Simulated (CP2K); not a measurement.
AlO:

```
Al O
1.0
     2.76919    0.00000    0.00000
     0.00000    2.76919    0.00000
     0.00000    0.00000    2.76919
Al O
1 1
Direct
  0.50000 0.50000 0.50000
  0.00000 0.00000 0.00000
```

The cell was built by a generator and needn't be a form met in nature.

Base run:

* Program: CP2K 2026.2
* Functional: RPBE
* Dispersion: D3(BJ)+ATM
* Potentials or basis: POTENTIAL_UZH Al GTH-PBE-q3, O GTH-PBE-q6; TZVP-MOLOPT-PBE-GTH basis
* Density cutoff: 8163 eV
* k mesh: 10 × 10 × 10
* Occupations: fermi-dirac, width 0.05 eV
* Spin: no spin polarisation

Its results: band gap on the k mesh none (metal or under the smearing width); pressure -15.7 GPa.

Problem. After a change of settings the same cell gave: band gap on the k mesh none (metal or under the smearing width); pressure -5.0 GPa. Which change was it?
A. dispersion from D3(BJ)+ATM to D3
B. dispersion from D3(BJ)+ATM to none
C. dispersion from D3(BJ)+ATM to D3(BJ)
D. dispersion from D3(BJ)+ATM to D4

Solution. D.

Caveats: the potentials were made for another functional, which shifts forces and pressure; the basis of atomic orbitals isn't converged, which shifts pressures, moduli and gaps; an odd number of electrons without spin polarisation forces a metal; a magnetic or distorted state may lie lower; pairwise dispersion overbinds metals, which lowers pressure and volume.
